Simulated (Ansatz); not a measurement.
CoO:

```
Co O
1.0
     1.50547    0.86918    2.43993
    -1.50547    0.86918    2.43993
     0.00000   -1.73837    2.43993
Co O
1 1
Cartesian
  0.0000 0.0000 0.0000
  0.0000 0.0000 3.6599
```

The cell is a database's computed one.

Base run:

- Program: Ansatz 0.2.0
- Functional: PBE
- Potentials or basis: all-electron LAPW, scalar-relativistic
- Cutoff: 363 eV (chosen from the basis error)
- Basis error allowed: 0.001 eV/atom
- k mesh: 11 × 11 × 11
- Occupations: gaussian, width 0.1 eV
- Spin: collinear spin, ferromagnetic start
- Starting moments: [2.0, 0.0] μB

Its results: band gap on the k mesh none (metal or under the smearing width); pressure -0.1 GPa; net moment 2.91 μB per cell; site moments Co +2.58; O +0.31 μB.

Task: The run is repeated on the same cell with these changes: functional from PBE to LDA; occupations from gaussian, width 0.1 eV to gaussian, width 0.05 eV. What comes out?

Result: Band gap on the k mesh none (metal or under the smearing width); pressure -18.2 GPa; net moment 2.85 μB per cell; site moments Co +2.49; O +0.33 μB.

Caveats: a cell with one magnetic atom can't hold antiferromagnetic order, which such compounds often take; semilocal functionals often make such compounds metallic where correlation or magnetic order opens a gap, which also shifts bond lengths; so large a pressure means that the cell lies far from this level's equilibrium, or that cutoff or potentials fall short (some runs).
